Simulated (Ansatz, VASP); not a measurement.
# CdTe: VASP beside Ansatz, part 2 of 2

Wanted: the spread between two codes on one cell, functional and k mesh.

VASP 6.6.1 and Ansatz 0.2.0.

So far: Set-up; VASP: G0W0 gap, PBE.

### Step 3. Ansatz: G0W0 gap, PBE

Level of this step: Ansatz beside VASP: Kohn-Sham DFT, plane waves, PBE, G0W0 (Ansatz).

Ansatz runs on its default PAW (the set named soft_2) files.

The same cell, functional and mesh now go to Ansatz, which takes its cutoff from its data sets.

Contents of input.yaml:

```yaml
crystal:
  lattice:
    - [0.0, 3.24, 3.24]
    - [3.24, 0.0, 3.24]
    - [3.24, 3.24, 0.0]
  atoms:
    - { symbol: Cd, position: [0.0, 0.0, 0.0] }
    - { symbol: Te, position: [0.25, 0.25, 0.25] }
hamiltonian:
  xc: pbe
  pseudopotentials: { kind: paw }
kpoints:
  mp_grid: { grid: [8, 8, 8] }
scf:
  occupations: { method: fixed }
gw:
  n_empty_bands: 151
  ecut_chi: 100.0
  qp_bands: [v2, c2]
  qp_kpoints: band_edges
  screening: { model: contour_deformation }
```

On the command line:

```console
$ ansatz run input.yaml --threads 4 --pin off --max-ram 9216MiB --backend cpu --events-out ev --progress --plain --runs-dir out
```

Numbers of over 12 decimals in the logs are rounded to 6 here.

What it wrote:

```text
Engine: ansatz 0.2.0, aarch64-unknown-linux-gnu
Pseudopotentials: kind: paw
Pseudopotential: Cd, paw, valence charge 20, recommended cutoff 420 eV (normal), Cd.paw.azcp
Pseudopotential: Te, paw, valence charge 16, recommended cutoff 420 eV (normal), Te.paw.azcp
Functional definition: PBE
  parameter kappa = 0.804
  parameter beta = 0.066725
  exchange = pbe_x(kappa = kappa, mu = beta*pi^2/3)
  correlation = pbe_c(beta = beta)
Crystal: 2 atoms, lattice volume = 68.024 Å³
Basis set: ecut = 420 eV, 1363 PW (Γ)
Bands: 22, of which v1, the nominal top of the filled ones, is band 18 counted from 1 (17 counted from 0)
Symmetry: 24 space group operations
Space group: F-43m (ITA 216), of the structure as read, at distance tolerance 4.1e-5 Å
k-points: 29 of 512 (time reversal used)
Non-local potential: Cd, projectors of the file, l = 0: 3, l = 1: 2, l = 2: 2, l = 3: 1
Non-local potential: Te, projectors of the file, l = 0: 2, l = 1: 2, l = 2: 2, l = 3: 2
PAW form: soft (Blöchl's): semilocal exchange-correlation on the pseudo side does not see the compensation charge
PAW one-centre angular grid: Cd, 590 points (default); XC on 64 Gauss nodes
PAW one-centre angular grid: Te, 590 points (default); XC on 64 Gauss nodes
Initial density: superposition of atomic densities (neutral atoms: chi_scale 0, normalization atom), corrected by the library's trained network
Initial wavefunctions: pseudopotential atomic-orbital guess
Functional: x = pbe(κ = 0.804, μ = 0.219515), c = pbe(β = 0.066725)
SCF iter   1: F=—  HF=-15235.305506 eV  |F-HF|=—  |Δ(HF+E_count)|=         —  Δρ=1.45e-3  dr2=3.55e-3  ethr=1.77e-3  ⟨swp⟩=4.8  Hψ=2472  notcnv=0  defer=54
preconditioner: auto → none  [insulator: Δε(μ)=0.753 eV  Ē_g=11.418 eV  n_scr=14 (ndim 8)  ℏωp=19.1 eV  f_vac=0.191  ε∞_Penn≈3.8]
SCF iter   2: F=—  HF=-15235.304757 eV  |F-HF|=—  |Δ(HF+E_count)|=   7.49e-4  Δρ=5.55e-4  dr2=2.18e-4  ethr=9.86e-6  ⟨swp⟩=3.0  Hψ=1257  notcnv=0  defer=53
SCF iter   3: F=—  HF=-15235.304800 eV  |F-HF|=—  |Δ(HF+E_count)|=   4.36e-5  Δρ=2.12e-4  dr2=3.24e-5  ethr=6.07e-7  ⟨swp⟩=2.9  Hψ=1203  notcnv=0  defer=53
SCF iter   4: F=—  HF=-15235.304832 eV  |F-HF|=—  |Δ(HF+E_count)|=   3.17e-5  Δρ=7.88e-5  dr2=5.19e-6  ethr=9.01e-8  ⟨swp⟩=2.0  Hψ=925  notcnv=0  defer=43
SCF iter   5: F=—  HF=-15235.304844 eV  |F-HF|=—  |Δ(HF+E_count)|=   1.14e-5  Δρ=2.02e-5  dr2=2.41e-7  ethr=1.44e-8  ⟨swp⟩=2.0  Hψ=902  notcnv=0  defer=51
SCF iter   6: F=-15235.304845 eV  HF=-15235.304845 eV  |F-HF|=1.15e-8  |Δ(HF+E_count)|=   1.05e-6  Δρ=2.46e-6  dr2=3.32e-9  ethr=2.78e-10  ⟨swp⟩=6.5  Hψ=2557  notcnv=0
SCF 1 converged in 6 iterations: F = -15235.304845 eV  dr2 = 3.32e-9
  greatest PAW one-centre occupation: 1.000 electrons in one spin orbital (limit 2), on the Cd atom at site 0 (counted from 0), in its partial waves of l = 0
NSCF: frozen V_eff on 29 k-points
G₀W₀ screening: q 1/29
G₀W₀ screening: q 2/29 (q-point 23)
G₀W₀ screening: q 3/29 (q-point 26)
G₀W₀ screening: q 4/29 (q-point 7)
G₀W₀ screening: q 5/29 (q-point 8)
G₀W₀ screening: q 6/29 (q-point 9)
G₀W₀ screening: q 7/29 (q-point 10)
G₀W₀ screening: q 8/29 (q-point 11)
G₀W₀ screening: q 9/29 (q-point 14)
G₀W₀ screening: q 10/29 (q-point 15)
G₀W₀ screening: q 11/29 (q-point 16)
G₀W₀ screening: q 12/29 (q-point 19)
G₀W₀ screening: q 13/29 (q-point 22)
G₀W₀ screening: q 14/29 (q-point 24)
G₀W₀ screening: q 15/29 (q-point 25)
G₀W₀ screening: q 16/29 (q-point 27)
G₀W₀ screening: q 17/29 (q-point 12)
G₀W₀ screening: q 18/29 (q-point 17)
G₀W₀ screening: q 19/29 (q-point 20)
G₀W₀ screening: q 20/29 (q-point 28)
G₀W₀ screening: q 21/29 (q-point 2)
G₀W₀ screening: q 22/29 (q-point 3)
G₀W₀ screening: q 23/29 (q-point 4)
G₀W₀ screening: q 24/29 (q-point 6)
G₀W₀ screening: q 25/29 (q-point 13)
G₀W₀ screening: q 26/29 (q-point 18)
G₀W₀ screening: q 27/29 (q-point 29)
G₀W₀ screening: q 28/29 (q-point 5)
G₀W₀ screening: q 29/29 (q-point 21)
G₀W₀ self-energy: k 1/14
G₀W₀ self-energy: k 2/14
G₀W₀ self-energy: k 3/14
G₀W₀ self-energy: k 4/14
G₀W₀ self-energy: k 5/14
G₀W₀ self-energy: k 6/14
G₀W₀ self-energy: k 7/14
G₀W₀ self-energy: k 8/14
G₀W₀ self-energy: k 9/14
G₀W₀ self-energy: k 10/14
G₀W₀ self-energy: k 11/14
G₀W₀ self-energy: k 12/14
G₀W₀ self-energy: k 13/14
G₀W₀ self-energy: k 14/14
SCF converged after 6 iterations
Free energy (F): -15235.304845 eV
Harris-Foulkes:  -15235.304845 eV  (|F-HF|=1.15e-8)
Internal energy: -15235.304845 eV  (E = F + TS)
E sigma→0 (E₀):  -15235.304845 eV
Fermi energy:    7.466980 eV
--- Per-component energies (eV) ---
  E_band       = -789.649139
  E_kinetic    = 685.778820
  E_local      = -5418.319586  (includes V_loc(G=0)·N_el)
  E_nonlocal   = -276.783765
  E_hartree    = 2733.084254
  E_xc         = -301.190035
  E_vxc        = -325.998734  (∫ρ·V_xc dr)
  E_paw        = -8745.850097  (= ΣΔE_a)
  E_vpaw       = -920.496547  (= ΣTr[D̂ρ^β])
  E_aug_tail   = -0.000149  (compensation charges beyond the density's cutoff)
  E_ewald      = -3912.024287
  E_smearing   = -0.000000  (= −TS)
  E_closure    = 0.000000  (closes the sum)
  Σ components = -15235.304845   (vs F -15235.304845, Δ=0.00e0)
--- Band table (eV; the first three rows and the last of 29) ---
  k-point 0: bands = [... 14 lower, -0.5493, 7.4670, 7.4670, 7.4670, 8.2409, 12.0864, 12.0864, 12.0864]
  k-point 1: bands = [... 14 lower, -0.5502, 6.2475, 7.3299, 7.3299, 9.1175, 12.0657, 12.2980, 12.2980]
  k-point 2: bands = [... 14 lower, -0.5498, 4.7466, 7.0393, 7.0393, 9.4622, 12.6368, 12.6368, 12.8340]
  k-point 28: bands = [... 14 lower, 0.0228, 3.2883, 5.1483, 5.2742, 11.7264, 12.1561, 13.0390, 13.7847]
--- G₀W₀: contour deformation, 7 samples at zero and on the imaginary axis and 3 off it, 512 q-points, 151 empty bands' worth ---
  eigenvalues of the whole cell's RPA ε∞ on this k-mesh (on a slab, of 1 + 4πα/V) = 9.8574, 9.8574, 9.8574; static W/v taken at q = 0 is 0.101446
  bands read: the sum over 169 bands ends inside a degenerate multiplet in 4 slots, whose members it reads at an even weight; the widest, k=0: bands 169 to 170 (counted from 1) at 1/2 each
  gw.qp_kpoints: band_edges: 14 of 29 stored k-points solved, in 1 pass; an edge of the gap read off the rows below is read off those points alone
    valence top: of the k-points left out ik 6 came nearest to being solved in a further pass, in band 18 (counted from 1, as in the quasiparticle table): it holds the edge there only if its correction is more favourable than any solved in that band by at least 0.675 eV; those differ by 0.148 eV
    conduction bottom: of the k-points left out ik 9 came nearest to being solved in a further pass, in band 19 (counted from 1, as in the quasiparticle table): it holds the edge there only if its correction is more favourable than any solved in that band by at least 1.504 eV; those differ by 0.411 eV
    ik  band        ε_KS         Σx   Σc(E_QP)       V_xc       Z   E_QP_lin       E_QP  E_QP is
     0    17      7.4670   -17.6869     1.2950   -15.8915  0.7580     6.9541     6.9667  root
     0    18      7.4670   -17.6869     1.2950   -15.8915  0.7580     6.9541     6.9667  root
     0    19      8.2409    -9.7655    -3.3440   -13.3048  0.7851     8.4372     8.4362  root
     0    20     12.0864    -6.6871    -3.9972   -10.8523  0.7609    12.2554    12.2544  root
     1    17      7.3299   -17.4908     1.3421   -15.6341  0.7567     6.8014     6.8153  root
     1    18      7.3299   -17.4908     1.3421   -15.6341  0.7567     6.8014     6.8153  root
     1    19      9.1175   -10.2505    -3.2453   -13.6686  0.7766     9.2912     9.2904  root
     1    20     12.0657    -6.8445    -3.9731   -10.9514  0.7611    12.2002    12.1995  root
     2    17      7.0393   -17.1384     1.4485   -15.1472  0.7536     6.4797     6.4965  root
     2    18      7.0393   -17.1384     1.4485   -15.1472  0.7536     6.4797     6.4965  root
     2    19      9.4622    -8.9079    -3.5851   -12.6990  0.7767     9.6697     9.6683  root
     2    20     12.6368    -6.7778    -4.1604   -11.1171  0.7522    12.8171    12.8157  root
     3    17      6.7885   -16.8695     1.5398   -14.7649  0.7508     6.2042     6.2238  root
     3    18      6.7885   -16.8695     1.5398   -14.7649  0.7508     6.2042     6.2238  root
     3    19      9.3592    -8.5708    -3.5816   -12.3462  0.7787     9.5541     9.5529  root
     3    20     12.7078    -6.6105    -4.1238   -10.8890  0.7522    12.8634    12.8624  root
     4    17      6.6932   -16.7708     1.5742   -14.6239  0.7496     6.0999     6.1205  root
     4    18      6.6932   -16.7708     1.5742   -14.6239  0.7496     6.0999     6.1205  root
     4    19      9.2927    -8.5573    -3.5622   -12.3083  0.7794     9.4826     9.4815  root
     4    20     12.6773    -6.5455    -4.0871   -10.7753  0.7532    12.8209    12.8200  root
     5    17      7.0933   -17.1339     1.4105   -15.1878  0.7543     6.5417     6.5577  root
     5    18      7.0933   -17.1339     1.4105   -15.1878  0.7543     6.5417     6.5577  root
     5    19      9.5123   -10.7489    -3.2789   -14.2198  0.7720     9.7055     9.7043  root
     5    20     11.4795    -6.2885    -3.8410   -10.2304  0.7703    11.5808    11.5805  root
[...]
20    17      5.6056   -15.6052     1.9687   -12.9993  0.7320     4.9338     4.9684  root
    20    18      5.6056   -15.6052     1.9687   -12.9993  0.7320     4.9338     4.9684  root
    20    19     10.0840    -5.9965    -3.4361    -9.3849  0.7854    10.0362    10.0361  root
    20    20     10.1496    -8.1878    -3.6086   -11.9498  0.7734    10.3038    10.3030  root
    28    17      5.1483   -15.8158     2.2474   -12.9151  0.7203     4.4530     4.4950  root
    28    18      5.2742   -14.7938     2.0286   -12.1171  0.7250     4.5862     4.6260  root
    28    19     11.7264    -9.5057    -4.3773   -14.2458  0.7386    12.0964    12.0891  root
    28    20     12.1561    -6.7445    -3.8125   -10.5745  0.7591    12.1736    12.1736  root
```

The job ended after 7.3 min (4 threads of Arm Neoverse V1, shared host; peak memory 0.71 GiB; 27 min of CPU time).

### Step 4. Side by side

Known differences besides the potentials themselves: the two programs' PAW sets differ in cores and partial waves; the data sets hold 36 valence electrons in Ansatz (default PAW (the set named soft_2) files) and 18 in VASP; the cutoff is 420 eV in Ansatz and 300 eV in VASP; VASP leaves aspherical gradient terms in its spheres out (LASPH is not set), Ansatz keeps them; Ansatz integrates over frequency by contour deformation, VASP on a grid of NOMEGA points. Total energies have different zeros and are not compared.

The two programs side by side:

| quantity | Ansatz | VASP | difference |
| --- | --- | --- | --- |
| G0W0 gap on the mesh (eV) | 1.48 | 1.54 | -0.06 |
| PBE gap under it (eV) | 0.77 | 0.76 | +0.01 |

### Step 5. Results

```yaml
difference_in_g0w0_gap_on_the_mesh_g0w0_gap_pbe: -0.060 eV
```

In words: The difference in G0W0 gap on the mesh is -0.060 eV (G0W0 gap, PBE), within the 0.15 eV picked in this series as the mark of a large difference. Such differences can come from data sets, numerical settings and the points named under the comparisons, not from the functional's error against experiment.

[Lines on the potential files, build, host, timing and source positions are cut from VASP's logs without a mark.]

[Logs are printed without paths, hosts, clocks, repeated set-up lines and the standing remarks that a program may print on its own settings, such as how far it seeks lower states.]

[Hosts, paths, dates, database ids (printed as entryN), source tags and the programs' standing remarks are cut or masked in the printed files.]
